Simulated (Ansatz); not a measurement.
PbO

The computed numbers are results of r²SCAN, scalar-relativistic (no spin polarisation) in the plane-wave PAW code Ansatz at 500 eV, Γ-centred 6×6×4 mesh, 0.05 eV Gaussian smearing. The datasets are Ansatz's generated set soft_2.

```
Pb O
1.0
     3.98756    0.00000    0.00000
     0.00000    3.98756    0.00000
     0.00000    0.00000    5.34560
Pb O
2 2
Direct
  0.50000 0.00000 0.22224
  0.00000 0.50000 0.77776
  0.00000 0.00000 0.00000
  0.50000 0.50000 0.00000
```

The Crystallography Open Database holds a cell of this formula and space group, from which this one stands far in volume, proportions or bonds. The database's entry of this formula in the relaxed cell's space group, P4/nmm, has axes of 3.967 × 3.967 × 4.992 Å and 19.64 Å³/atom (1985), the relaxed one 3.988 × 3.988 × 5.346 Å and 21.25.

At this volume the pressure is -0.04 GPa.

Elastic constants come from the stress of slightly strained cells with relaxed atoms, in GPa, Voigt order xx, yy, zz, yz, xz, xy in the Cartesian frame of the vectors above.

```
66.02 64.71 10.46  0.00  0.00  0.00
64.71 66.02 10.46  0.00  0.00  0.00
10.46 10.46 12.76  0.00  0.00  0.00
 0.00  0.00  0.00 12.53  0.00  0.00
 0.00  0.00  0.00  0.00 12.53  0.00
 0.00  0.00  0.00  0.00  0.00 59.27
```

Problem. Work out the Voigt, Reuss and Hill moduli.

Solution. Voigt: K = (C11 + C22 + C33 + 2(C12 + C13 + C23))/9 = 35 GPa, G = (C11 + C22 + C33 − C12 − C13 − C23 + 3(C44 + C55 + C66))/15 = 21 GPa. Reuss, from the compliances S = C⁻¹: K = 12.7 GPa, G = 2.7 GPa. Hill means: K = 24 GPa, G = 11.8 GPa.

Problem. And Young's modulus, Poisson's ratio, Pugh's ratio and the anisotropy?

Solution. E = 9KG/(3K + G) = 30 GPa, ν = (3K − 2G)/(6K + 2G) = 0.29, K/G = 2.03 (large because the crystal is close to a shear instability, so Pugh's rule says nothing here), universal anisotropy index 5G_V/G_R + K_V/K_R − 6 = 35.2. The eigenvalues of C are 1.3, 10.9, 12.5, 12.5, 59, 133 GPa, all positive, but the least is small beside K: G and all that follows from it hang on a small difference and are uncertain.

Voigt's and Reuss's shear moduli differ by over a factor of two, so their mean gives no reliable sound velocity or Debye temperature.

It ran for 86 s on 4 threads of Arm Neoverse V2, with other jobs on the host, peak memory 0.65 GiB.

These numbers lack spin–orbit coupling. The structure is layered, and this functional has no dispersion term, so the layers' spacing is poorly fixed, often too long, and so is what hangs on it.

The excess volume over the database cell lies almost wholly along c, while the in-plane axis is nearly right. The stiffness divides the same way: C11 is 66.02 GPa, C33 only 12.76 GPa. Within the sheets strong, polar Pb–O bonds carry the load. Between them face the lead lone pairs, 6s states mixed with Pb 6p through O 2p, which leave only weak contacts. How much of the softness along c is intrinsic and how much comes from the overlong gap can't be separated here.

The softest strain has another origin. C11 and C12 nearly coincide, so stretching one in-plane axis while shortening the other costs little, although C66 is 59.27 GPa. Opposite shifts of the two oxygens along c can largely preserve the Pb–O lengths under this strain, so the sheet probably flexes through its bond angles. This suggests a tendency towards orthorhombic distortion, but the positive eigenvalues show stability only against small homogeneous strains, not against modulations with a longer period.
